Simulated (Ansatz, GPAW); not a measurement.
**The equilibrium volume of ZrC, sorted by core time**

**What was measured.** The equilibrium volume of ZrC (Fm-3m) is reported as 12.96 Å³/atom (a printed reference work). The runs below try to reproduce it.

```yaml
crystal:
  lattice:
    - [0.00000, 2.36500, 2.36500]
    - [2.36500, 0.00000, 2.36500]
    - [2.36500, 2.36500, 0.00000]
  atoms:
    - { symbol: Zr, position: [0.50000, 0.50000, 0.50000] }
    - { symbol: C, position: [0.00000, 0.00000, 0.00000] }
```

```csv
rung,level,program and potentials,cutoff (eV),k mesh,smearing,task,core time,chip,equilibrium volume (Å³/atom),miss,notes
GGA + U (5 eV),"PBEsol+U (Zr d U = 5 eV, fll (the default))","Ansatz, Ansatz PAW",420,10 × 10 × 10,fermi-dirac 0.05,relaxation of cell and atoms,5.8 s,Arm Neoverse V2,13.17,+1.6 %,"potentials made for PBE, which Ansatz adapts in part"
GGA + dispersion,BLYP+D4,"Ansatz, all-electron LAPW, scalar-relativistic",-,10 × 10 × 10,fermi-dirac 0.05,relaxation of cell and atoms,6 s,AMD EPYC 9R45 Zen 5,13.10,+1.1 %,-
GGA + U (6 eV),"PBEsol+U (Zr d U = 6 eV, fll (the default))","Ansatz, Ansatz PAW",420,10 × 10 × 10,fermi-dirac 0.05,relaxation of cell and atoms,6.1 s,Arm Neoverse V2,13.29,+2.5 %,"potentials made for PBE, which Ansatz adapts in part"
GGA + U (3 eV),"PBEsol+U (Zr d U = 3 eV, fll (the default))","Ansatz, Ansatz PAW",420,10 × 10 × 10,fermi-dirac 0.05,relaxation of cell and atoms,7.1 s,Arm Neoverse V2,12.97,+0.1 %,"potentials made for PBE, which Ansatz adapts in part"
GGA,PBE,"Ansatz, Ansatz PAW",420,10 × 10 × 10,fermi-dirac 0.05,equation of state,7.7 s,Arm Neoverse V2,13.05,+0.7 %,-
GGA + U (4 eV),"PBEsol+U (Zr d U = 4 eV, fll (the default))","Ansatz, Ansatz PAW",420,10 × 10 × 10,fermi-dirac 0.05,relaxation of cell and atoms,8.6 s,Arm Neoverse V2,13.06,+0.8 %,"potentials made for PBE, which Ansatz adapts in part"
GGA + U (1 eV),"PBEsol+U (Zr d U = 1 eV, fll (the default))","Ansatz, Ansatz PAW",420,10 × 10 × 10,fermi-dirac 0.05,relaxation of cell and atoms,9.8 s,Arm Neoverse V2,12.80,-1.2 %,"potentials made for PBE, which Ansatz adapts in part"
GGA + U (2 eV),"PBEsol+U (Zr d U = 2 eV, fll (the default))","Ansatz, Ansatz PAW",420,10 × 10 × 10,fermi-dirac 0.05,relaxation of cell and atoms,10 s,Arm Neoverse V2,12.88,-0.6 %,"potentials made for PBE, which Ansatz adapts in part"
GGA + U (8 eV),"PBEsol+U (Zr d U = 8 eV, fll (the default))","Ansatz, Ansatz PAW",420,10 × 10 × 10,fermi-dirac 0.05,relaxation of cell and atoms,10 s,Arm Neoverse V2,13.58,+4.8 %,"potentials made for PBE, which Ansatz adapts in part"
meta-GGA,r2SCAN,"Ansatz, Ansatz PAW",500,10 × 10 × 10,fermi-dirac 0.05,equation of state,18 s,Arm Neoverse V2,13.07,+0.8 %,"potentials made for PBE, which Ansatz adapts in part"
GGA,PBE,"GPAW, GPAW PAW data sets (gpaw-data 1.2.1)",800,10 × 10 × 10,fermi-dirac 0.05,equation of state,2.3 min,Intel Xeon Platinum 8488C Sapphire Rapids,13.00,+0.3 %,-
```

Times are single runs on shared hosts and different chips, so they are rough; meshes, cutoffs and the tasks' sizes weigh on the time. All rows: no spin polarisation. Smearing widths are in eV. For a metal such meshes aren't converged. Meshes are those of the run's cell of 2 atoms unless a note names another. Relaxations start from the cell shown or near it and stop with a little pressure left. The cell shown, of 13.23 Å³ an atom, is the runs' start and not the measured value. Misses use the values as printed. Runs on faulty files, with rough fits or with known faults for this quantity aren't shown. No row holds spin-orbit coupling.

By rung: GGA + U (5 eV) 13.17; GGA + dispersion 13.10; GGA + U (6 eV) 13.29; GGA + U (3 eV) 12.97; GGA 13.00 to 13.05; GGA + U (4 eV) 13.06; GGA + U (1 eV) 12.80; GGA + U (2 eV) 12.88; GGA + U (8 eV) 13.58; meta-GGA 13.07 (Å³/atom). Measured: 12.96 Å³/atom (a printed reference work). Closest is PBEsol+U with Ansatz, Ansatz PAW, with the U typed (+0.1 %), and PBE misses by +0.3 % to +0.7 % on plain settings. The runs are for a static lattice, while measurements hold temperature and zero-point motion.
